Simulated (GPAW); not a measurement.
Zn:

```
CELL_PARAMETERS angstrom
2.67000 0.00000 0.00000
-1.33500 2.31229 0.00000
0.00000 0.00000 4.96600
ATOMIC_POSITIONS crystal
Zn 0.66667 0.33333 0.75000
Zn 0.33333 0.66667 0.25000
```

Base run:

* Program: GPAW 26.7.0
* Functional: r2SCAN
* Potentials or basis: GPAW PAW data sets (gpaw-data 1.2.1)
* Cutoff: 600 eV
* Basis: pw
* k mesh: 11 × 11 × 6
* Occupations: methfessel-paxton, width 0.2 eV
* Spin: no spin polarisation

Its results: band gap on the k mesh none (metal or under the smearing width); pressure -4.4 GPa.

Task: The run is repeated on the same cell with these changes: functional from r2SCAN to PBE. What comes out?

Result: Band gap on the k mesh none (metal or under the smearing width); pressure -1.0 GPa.

Caveats: this smearing can pin the Fermi level at a band edge; the PAW data sets were made with another functional, which shifts forces and pressure a little (some runs).
